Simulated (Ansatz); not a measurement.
The system is SnO2.

```
CELL_PARAMETERS angstrom
1.61709 0.93363 4.80059
-1.61709 0.93363 4.80059
0.00000 -1.86726 4.80059
ATOMIC_POSITIONS crystal
Sn 0.50000 0.50000 0.50000
O 0.76283 0.76283 0.76283
O 0.23717 0.23717 0.23717
```

Measurements of this composition are mostly on another form, of space group No. 136.

| Property | Result |
| --- | --- |
| Program | Ansatz 0.2.0 |
| Task | single point |
| Functional | PBE |
| Potentials or basis | Ansatz PAW |
| Cutoff | 420 eV (not typed: the program's choice for these potentials) |
| k mesh | 10 × 10 × 10 |
| Occupations | fermi-dirac, width 0.05 eV |
| Spin | no spin polarisation |

On this cell: pressure -0.6 GPa; largest force 0.133 eV/Å; band gap on the k mesh 1.94 eV, indirect (least direct gap 2.05 eV).

The same run follows on a disturbed copy (atoms moved at random, drawn with an rms of 0.05 Å):

```
Sn O
1.0
     1.61709    0.93363    4.80059
    -1.61709    0.93363    4.80059
     0.00000   -1.86726    4.80059
Sn O
1 2
Direct
  0.51695 0.49711 0.49932
  0.78022 0.76876 0.74554
  0.22897 0.25438 0.23296
```

Q: What changes?

A: The energy moves by +14.4 meV/atom; pressure 0.1 GPa; largest force 1.019 eV/Å; band gap on the k mesh 1.92 eV, indirect (least direct gap 2.05 eV).

Forces on the atoms (eV/Å):
```
Sn  -0.641  0.144 -0.780
O   -0.024 -0.283  0.429
O    0.665  0.140  0.351
```

Stress tensor (GPa, compression positive):
```
 0.28  0.34  2.40
 0.34  0.27  1.54
 2.40  1.54 -0.22
```

Caveats: spin-orbit coupling is left out, which moves the levels of the heavy elements.

A k mesh can miss the band edges.
